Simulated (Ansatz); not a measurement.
**PbTe (zincblende structure)**

The computed numbers are results of PBEsol, scalar-relativistic (no spin polarisation) in the plane-wave PAW code Ansatz at 420 eV, Γ-centred 8×8×8 mesh, 0.05 eV Gaussian smearing; PAW files: Ansatz's generated set soft_2.

```xyz
2
Lattice="0.0000 3.6029 3.6029 3.6029 0.0000 3.6029 3.6029 3.6029 0.0000" Properties=species:S:1:pos:R:3 pbc="T T T"
Pb    0.0000    0.0000    0.0000
Te    1.8015    1.8015    1.8015
```

The start was a prototype's sites filled with these elements. The Crystallography Open Database lists the compound in space group Fm-3m (rock salt), so this is a trial structure.

Cell and atoms are those of this level's equilibrium.

Elastic constants come from the stress of slightly strained cells with relaxed atoms, in GPa, Voigt order xx, yy, zz, yz, xz, xy in the Cartesian frame of the vectors above.

Question: Give the elastic tensor.

Answer: 
```
28.7 26.7 26.7  0.0  0.0  0.0
26.7 28.7 26.7  0.0  0.0  0.0
26.7 26.7 28.7  0.0  0.0  0.0
 0.0  0.0  0.0 -6.9  0.0  0.0
 0.0  0.0  0.0  0.0 -6.9  0.0
 0.0  0.0  0.0  0.0  0.0 -6.9
```

Question: Is the crystal mechanically stable, and what are its polycrystalline moduli?

Answer: Unstable: the tensor has an eigenvalue of -6.9 GPa, so some strain lowers the energy and averaged moduli mean nothing. This holds for the static lattice at 0 K; thermal motion can hold such a phase at higher temperature.

Spin–orbit coupling, which matters for such heavy elements, is left out.
